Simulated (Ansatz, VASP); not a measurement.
## One calculation of KF, two programs

The input INCAR:

```
PREC     = Accurate       # precision mode
ENCUT    = 520            # plane-wave cutoff, eV
EDIFF    = 1E-6           # SCF threshold, eV
ISMEAR   = 0              # smearing method
SIGMA    = 0.01           # smearing width, eV
LREAL    = False          # projectors in reciprocal space
LASPH    = True           # aspherical terms in the spheres
NELM     = 100            # most SCF steps
ALGO     = Normal         # electronic algorithm
ISIF     = 2              # what is computed and relaxed
LWAVE    = False          # write WAVECAR
LCHARG   = False          # write CHGCAR
GGA      = CA             # functional
NBANDS   = 15             # bands
```

The input KPOINTS:

```
regular mesh
0
Gamma
  8 8 8
```

The input POSCAR:

```
KF
1.0
    3.0832301891      0.0000000000      0.0000000000
    0.0000000000      3.0832301891      0.0000000000
    0.0000000000      0.0000000000      3.0832301891
K F
1 1
Direct
    0.0032433517      0.0032433517      0.0032433517
    0.5000000000      0.5000000000      0.5000000000
```

Input for Ansatz:

```yaml
crystal:
  lattice:
    - [3.08323018911, 0.0, 0.0]
    - [0.0, 3.08323018911, 0.0]
    - [0.0, 0.0, 3.08323018911]
  atoms:
    - { symbol: K, position: [0.00324335174, 0.00324335174, 0.00324335174] }
    - { symbol: F, position: [0.5, 0.5, 0.5] }
kpoints:
  mp_grid: { grid: [8, 8, 8] }
scf:
  occupations: { method: fixed }
  convergence: { dr2_threshold: 1.0e-10 }
hamiltonian:
  xc: lda
  pseudopotentials: { kind: all_electron, lapw: { basis_error: 0.0005 } }
output:
  forces: true
  stress: true
  eigenstates:
    kpoints:
      - [0.0, 0.0, 0.0]
      - [0.0, 0.5, 0.5]
      - [0.5, 0.0, 0.5]
      - [0.5, 0.5, 0.0]
      - [-0.5, -0.5, -0.5]
      - [0.0, -0.5, 0.0]
      - [0.0, 0.0, -0.5]
      - [-0.5, 0.0, 0.0]
  eigenvalues: true
```

Change from the starting cell: atom 1 moved by [0.01, 0.01, 0.01] A.

Alike in both runs: task single point; functional LDA; k mesh 8 × 8 × 8; no spin polarisation.

|  | VASP | Ansatz |
| --- | --- | --- |
| version | VASP 6.6.1 | Ansatz 0.2.0 |
| potentials or method | VASP PAW LDA potentials, release 64 (K_sv, F) | all-electron LAPW, scalar-relativistic |
| plane-wave cutoff (eV) | 520 | see its input |
| occupations | gaussian, width 0.01 eV | fixed |

Ansatz gave:

- gap on the k mesh at the Fermi level (eV): 7.21
- pressure (GPa): 0.0
- rms of the force components (eV/Å): 0.015

Problem. What did VASP give for the same quantities?

Solution. gap on the k mesh at the Fermi level (eV): 7.21; pressure (GPa): 0.4; rms of the force components (eV/Å): 0.016.

Atom by atom the forces differ by 0.001 eV/Å (rms over components). Ansatz ran all-electron here, so the differences hold the error of VASP's frozen core and of both bases.

A k mesh can miss the band edges.
